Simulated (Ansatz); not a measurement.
# TiO₂ — Ti-47 NMR of the central transition

Cell: a structure deposited in the COD, its atoms then relaxed with PBE in this cell.

Space group P4_2/mnm (No. 136); a = 4.5922, c = 2.9574 Å.

```csv
site,Wyckoff,site symmetry,x,y,z
Ti,2a,m.mm,0.0000,0.0000,0.0000
O,4f,m.2m,0.3042,0.3042,0.0000
```

One atom of each set is listed.

Method: Kohn–Sham DFT in Ansatz, PBE, plane waves and PAW, scalar-relativistic, 420 eV cutoff, Γ-centred 7×7×10 k-points, Fermi–Dirac smearing 0.02 eV.

Ti-47 has I = 5/2 and Q = 302.0 mb (Pyykkö 2018); at 9.4 T its Larmor frequency is ν₀ = 22.6 MHz. Only the quadrupole interaction is simulated: positions count from each site's isotropic chemical shift, and shift anisotropy, dipolar and J coupling are left out.

(1) What does the Ti-47 spectrum (static powder) show for each site?

Answers

(1) 

```csv
site,first shell,C_Q (MHz),η,P_Q (MHz),δ_QIS (ppm),breadth (kHz)
Ti,6 O at 1.95–1.98 Å,-14.6,0.09,14.6,-2495,316
```

δ_QIS = −(ν_Q²/30ν₀²)[I(I+1) − 3/4](1 + η²/3) × 10⁶ ppm with ν_Q = 3|C_Q|/[2I(2I−1)]; it falls as 1/B₀² in ppm, and the breadth as 1/B₀ in kHz.

At this cell the PBE pressure is 5 GPa, so with PBE the cell would grow if it were relaxed.

The relaxation (3 steps) took 3.6 s of wall time (12 s of CPU time) and 0.49 GiB at its peak, on 4 threads of Intel Xeon Platinum 8488C (Sapphire Rapids) (x86_64; 16 cores open to the job, memory cap 8.0 GiB, no GPU), a shared host with a load of 0.5 a core.
